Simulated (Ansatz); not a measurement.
System: MgO (rock salt type), 2 atoms in the cell.

```yaml
crystal:
  lattice:
    - [0.00000, 2.12500, 2.12500]
    - [2.12500, 0.00000, 2.12500]
    - [2.12500, 2.12500, 0.00000]
  atoms:
    - { symbol: Mg, position: [0.00000, 0.00000, 0.00000] }
    - { symbol: O, position: [0.50000, 0.50000, 0.50000] }
```
Lattice in Å, positions in fractions of it.

Method: Ansatz, HSE06, plane waves, PAW datasets (generated soft set 1).

Cutoff 420 eV; exchange singularity: regularized; k-mesh 4×4×4 Γ-centred; Fermi–Dirac smearing of 0.02 eV; no spin polarisation.

(1) How large is the gap on this mesh, is it direct, and where do the band edges lie (fractions of the reciprocal vectors of this cell)?

(2) List the levels near the gap at (0.000, 0.000, 0.000), (0.000, 0.000, 0.250), (0.000, 0.250, 0.250), (0.000, 0.250, -0.500), in eV from the top of the valence band (v1 is the highest filled band, c1 the lowest empty one).

## Answers

(1) 6.22 eV, direct at (0.000, 0.000, 0.000).

(2) 
```tsv
k	v4	v3	v2	v1	c1	c2	c3
(0.000, 0.000, 0.000)	-18.67	0.00	0.00	0.00	6.22	17.60	17.60
(0.000, 0.000, 0.250)	-18.06	-2.73	-0.35	-0.35	8.67	14.37	18.46
(0.000, 0.250, 0.250)	-17.90	-2.70	-0.77	-0.77	9.70	12.89	17.29
(0.000, 0.250, -0.500)	-17.25	-3.95	-1.97	-1.06	11.39	13.40	15.07
```

The k-mesh is modest, so these values aren't fully converged in k.
